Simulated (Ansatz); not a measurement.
Write the native input for Ansatz 0.2.0 that does the following.

```yaml
Task: band structure
Functional: PBE
Potentials_or_basis: JTH PAW
Cutoff: "2400 eV (not typed: the program's choice for these potentials)"
k_mesh: 9 × 8 × 6
Occupations: fermi-dirac, width 0.05 eV
Spin: collinear spin, ferromagnetic start
Starting_moments: "[1.0, 1.0, 0.0, 0.0] μB"
Path: "[[\"G\", \"X\", \"S\", \"Y\", \"G\", \"Z\", \"U\", \"R\", \"T\", \"Z\"], [\"Y\", \"T\"], [\"U\", \"X\"], [\"S\", \"R\"]]"
Points_for_each_segment_of_the_path: 14
```

The system is SiNi.

```
Ni Si
1.0
     2.94277    0.00000    0.00000
     0.00000    3.28033    0.00000
     0.00000    0.00000    4.67745
Ni Si
2 2
Direct
  0.50000 0.50000 0.34250
  0.00000 0.00000 0.65750
  0.50000 0.50000 0.84314
  0.00000 0.00000 0.15686
```

The cell is a database's computed one.

The input as run:

input.yaml

```yaml
crystal:
  lattice:
    - [2.94277066, 0.0, 0.0]
    - [0.0, 3.28032554, 0.0]
    - [0.0, 0.0, 4.67744676]
  atoms:
    - { symbol: Ni, position: [0.5, 0.5, 0.34249559], spin: 1.0 }
    - { symbol: Ni, position: [0.0, 0.0, 0.65750441], spin: 1.0 }
    - { symbol: Si, position: [0.5, 0.5, 0.84314316] }
    - { symbol: Si, position: [0.0, 0.0, 0.15685684] }
hamiltonian:
  xc: pbe
  pseudopotentials: { kind: paw, source: jth }
magnetization:
  spin_polarized: true
kpoints:
  mp_grid: { grid: [9, 8, 6] }
  band_path:
    path:
      - [[0.0, 0.0, 0.0], [0.5, 0.0, 0.0], [0.5, 0.5, 0.0], [0.0, 0.5, 0.0], [0.0, 0.0, 0.0], [0.0, 0.0, 0.5], [0.5, 0.0, 0.5], [0.5, 0.5, 0.5], [0.0, 0.5, 0.5], [0.0, 0.0, 0.5]]
      - [[0.0, 0.5, 0.0], [0.0, 0.5, 0.5]]
      - [[0.5, 0.0, 0.5], [0.5, 0.0, 0.0]]
      - [[0.5, 0.5, 0.0], [0.5, 0.5, 0.5]]
    npoints: 14
scf:
  occupations: { method: fermi_dirac, width: 0.05 }
  n_extra_bands: 10
output:
  forces: true
  stress: true
  eigenvalues: true
  fatbands: false
```

Potentials or basis: JTH PAW.

Command:

```console
$ ansatz run input.yaml --threads 2 --pin off --max-ram 5632MiB --backend cpu --events-out ev --progress --plain --runs-dir out
```

It gave:

```json
{
 "Pressure": "7.2 GPa",
 "Largest force": "0.046 eV/Å",
 "Band gap on the k mesh": "none (metal or under the smearing width)",
 "Net moment": "0.00 μB per cell",
 "Absolute moment": "0.00 μB per cell"
}
```

Caveat: the starting moments weren't kept.

It took 3.1 min on 2 threads of Arm Neoverse V2, on a shared host, peak memory 3.1 GiB.
